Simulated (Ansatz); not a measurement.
Al:

```
Al
1.0
     2.82708    0.00000    0.00000
    -1.41354    2.44832    0.00000
     0.00000    0.00000    9.18599
Al
4
Direct
  0.66667 0.33333 0.75000
  0.00000 0.00000 0.50000
  0.33333 0.66667 0.25000
  0.00000 0.00000 0.00000
```

This isn't the form of Al at room conditions, which is fcc.

| Property | Result |
| --- | --- |
| Program | Ansatz 0.2.0 |
| Task | single point |
| Functional | PBE |
| Potentials or basis | Ansatz PAW |
| Cutoff | 420 eV (not typed: the program's choice for these potentials) |
| k mesh | 11 × 11 × 3 |
| Occupations | fermi-dirac, width 0.05 eV |
| Spin | no spin polarisation |

On this cell: pressure 3.6 GPa; largest force under 0.003 eV/Å; band gap on the k mesh none (metal or under the smearing width).

The same run follows on a disturbed copy (atoms moved at random, drawn with an rms of 0.05 Å):

```xyz
4
Lattice="2.8271 0.0000 0.0000 -1.4135 2.4483 0.0000 0.0000 0.0000 9.1860" Properties=species:S:1:pos:R:3 pbc="T T T"
Al    1.3915    0.7788    6.9237
Al   -0.0143   -0.0085    4.5397
Al    0.0214    1.6586    2.2780
Al   -0.0160   -0.0003   -0.0067
```

What changes?

The energy (extrapolated to zero smearing) moves by +4.2 meV/atom; pressure 3.7 GPa; largest force 0.336 eV/Å; band gap on the k mesh none (metal or under the smearing width).

Forces on the atoms (eV/Å):
```
Al   0.013  0.045 -0.333
Al   0.024  0.011  0.313
Al  -0.057 -0.049 -0.032
Al   0.020 -0.006  0.053
```

Stress tensor (GPa, compression positive):
```
 3.03  0.03  0.00
 0.03  2.96 -0.03
 0.00 -0.03  5.15
```
